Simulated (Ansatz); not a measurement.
**In2O3 at a changed volume — ¹¹³In nuclear quadrupole resonance**

Cell: an entry of the Crystallography Open Database (COD), relaxed with PBE at fixed cell and then changed (volume scaled by 1.06, ions relaxed).

```cif
data_In2O3
_symmetry_space_group_name_H-M 'R-3c:H'
_symmetry_Int_Tables_number 167
_cell_length_a 5.5946
_cell_length_b 5.5946
_cell_length_c 14.7946
_cell_angle_alpha 90.000
_cell_angle_beta 90.000
_cell_angle_gamma 120.000
loop_
_atom_site_label
_atom_site_type_symbol
_atom_site_symmetry_multiplicity
_atom_site_Wyckoff_symbol
_atom_site_fract_x
_atom_site_fract_y
_atom_site_fract_z
In In 12 c 0.0000 0.0000 0.8571
O O 18 e 0.9631 0.3333 0.0833
```

One atom of each set is listed; the run and its k-mesh use a cell of 10 atoms with edges of 5.90, 5.90, 5.90 Å.

Computed with Ansatz: DFT, PBE, plane waves and PAW, scalar-relativistic, 420 eV cutoff, Γ-centred 7×7×7 k-points, Fermi–Dirac smearing 0.02 eV.

¹¹³In: I = 9/2, Q = 761.0 mb (year-2017 value). Static lattice, zero field.

(1) The simulated lines lie at 3.13, 6.25, 9.38, 12.5 MHz. What are |C_Q|, η and |V_zz| at In?

Answers

(1) For I = 9/2 and η = 0 the lines are |C_Q|/24 times 1, 2, 3 and 4; η shifts the lowest up most. Here |C_Q| = 75.0 MHz, η = 0.00 and |V_zz| = 4.08 × 10²¹ V/m². The calculation gives V_zz positive; the lines don't show the sign. The site has 6 O at 2.16–2.29 Å.

An axis of threefold or higher order runs through In, so V_zz lies along it and η is zero.

Without spin–orbit coupling (the program notes it for In) the gradients can shift somewhat, as the gap is small.
